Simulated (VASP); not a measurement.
A run of VASP 6.6.1:

The input INCAR:

```
SYSTEM = SnO2
PREC     = Accurate       ! precision mode
ENCUT    = 600            ! plane-wave cutoff, eV
EDIFF    = 1E-6           ! SCF threshold, eV
ISMEAR   = -1             ! smearing method
SIGMA    = 0.05           ! smearing width, eV
LREAL    = .False.        ! projectors in reciprocal space
LASPH    = .True.         ! aspherical terms in the spheres
NELM     = 100            ! most SCF steps
ALGO     = Fast           ! electronic algorithm
ISIF     = 3              ! what is computed and relaxed
LWAVE    = .False.        ! write WAVECAR
LCHARG   = .False.        ! write CHGCAR
GGA      = PE             ! functional
IBRION   = 2              ! ionic algorithm
NSW      = 40             ! ionic steps
EDIFFG   = -0.01          ! ionic threshold
PSTRESS  = 100
```

The input KPOINTS:

```
Automatic mesh
0
Gamma
  10 10 10
  0 0 0
```

File POSCAR:

```
SnO2
1.0
    1.6170930752      0.9336291223      4.8005925840
   -1.6170930752      0.9336291223      4.8005925840
    0.0000000000     -1.8672582446      4.8005925840
Sn O
1 2
Direct
    0.5000000000      0.5000000000      0.5000000000
    0.7628300000      0.7628300000      0.7628300000
    0.2371700000      0.2371700000      0.2371700000
```

Potentials or basis: VASP PAW PBE potentials, release 64 (Sn_d, O).

Command:

```sh
$ cat potpaw_PBE.64/Sn_d/POTCAR potpaw_PBE.64/O/POTCAR > POTCAR
$ mpirun -np 1 vasp_std > vasp.out
```

Hardware: 1 thread of Intel(R) Xeon(R) 6975P-C (Granite Rapids), on a shared host.

Estimate the wall time of this run.

It took 43 min on 1 thread of Intel(R) Xeon(R) 6975P-C (Granite Rapids), on a shared host, peak memory 0.37 GiB. Counts: scf iterations 207, k points 116, ion steps 26.
